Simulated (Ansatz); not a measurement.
# Zone-centre phonons of AlCu3: input and output

Method: DFT PBEsol, scalar-relativistic, plane waves, PAW (Ansatz 0.2.0).

Launched with:
```bash
ansatz run input.yaml --threads 1 --pin off --max-ram 3072MiB --backend cpu --events-out ev --progress --plain --runs-dir out
```

Input (bare energies are in eV):
```yaml
crystal:
  lattice:
    - [0.0, 2.8840515842, 2.8840515842]
    - [2.8840515842, 0.0, 2.8840515842]
    - [2.8840515842, 2.8840515842, 0.0]
  atoms:
    - { symbol: Al, position: [0.0, 0.0, 0.0] }
    - { symbol: Cu, position: [0.5, 0.5, 0.5] }
    - { symbol: Cu, position: [0.25, 0.25, 0.25] }
    - { symbol: Cu, position: [0.75, 0.75, 0.75] }
basis:
  ecutwfc: 420
kpoints:
  mp_grid: { grid: [12, 12, 12] }
hamiltonian:
  xc: pbesol
scf:
  occupations: { method: fermi_dirac, width: 0.15 }
output:
  eigenvalues: true
phonons:
  method: dfpt
  eigenvectors: true
```

The end of the output:
```
--- Phonons (Γ-DFPT): 3 representative perturbations + reference, on 163 of 1728 k-points (Σ response iterations 11) ---
  k mesh reduced under 8 symmetry operations, with k and −k counted as one. Each operation leaves every solved displacement unchanged or reverses it
  ASR residual: 2.172e-4 → 0.000e0 eV/Å²; symmetrization residual: 2.647e-6 eV/Å²
  ASR residual per site (eV/Å²): 7.05e-6 2.17e-4 1.13e-4 1.13e-4
  Γ frequencies (cm⁻¹): 0.00 0.00 0.00 162.26 162.26 162.26 194.37 194.37 194.37 298.27 298.27 298.27
  non-analytic LO–TO correction: not included (Born effective charges unavailable; polar crystals: no LO–TO splitting at Γ)
```

Time: 68 s on 1 thread of Intel(R) Xeon(R) Platinum 8488C (Sapphire Rapids), with other jobs on the host, peak memory 1.2 GiB.

In a metal, frequencies and elastic constants depend on the k mesh and the smearing, soft modes and shear constants most.